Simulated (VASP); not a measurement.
Here is a VASP 6.6.1 calculation.

Contents of INCAR:

```
PREC = Accurate ; ENCUT = 520
EDIFF = 1E-6 ; ISMEAR = 0
SIGMA = 0.05 ; LREAL = False
LASPH = True ; NELM = 100
ALGO = Fast ; ISIF = 2
LWAVE = False ; LCHARG = True
GGA = PS ; LELF = True
LVHAR = True ; NBANDS = 15
```

KPOINTS

```
regular mesh
0
Gamma
  8 8 8
```

File POSCAR:

```
CaS
1.0
    0.0000000000      2.8430000000      2.8430000000
    2.8430000000      0.0000000000      2.8430000000
    2.8430000000      2.8430000000      0.0000000000
Ca S
1 1
Direct
    0.0000000000      0.0000000000      0.0000000000
    0.5000000000      0.5000000000      0.5000000000
```

Potentials or basis: VASP PAW PBE potentials, release 64 (Ca_sv, S).

Run with:

```bash
$ cat potpaw_PBE.64/Ca_sv/POTCAR potpaw_PBE.64/S/POTCAR > POTCAR
$ mpirun -np 1 vasp_std > vasp.out
```

Q: Estimate the band gap on the k mesh.

A: 2.22 eV, indirect (least direct gap 3.05 eV).

Q: What does it give for the pressure?

A: -1.5 GPa.

Caveat: the PAW data sets were made with another functional, which shifts forces and pressure a little. PBEsol gaps usually lie below the measured ones, often by a third to a half.
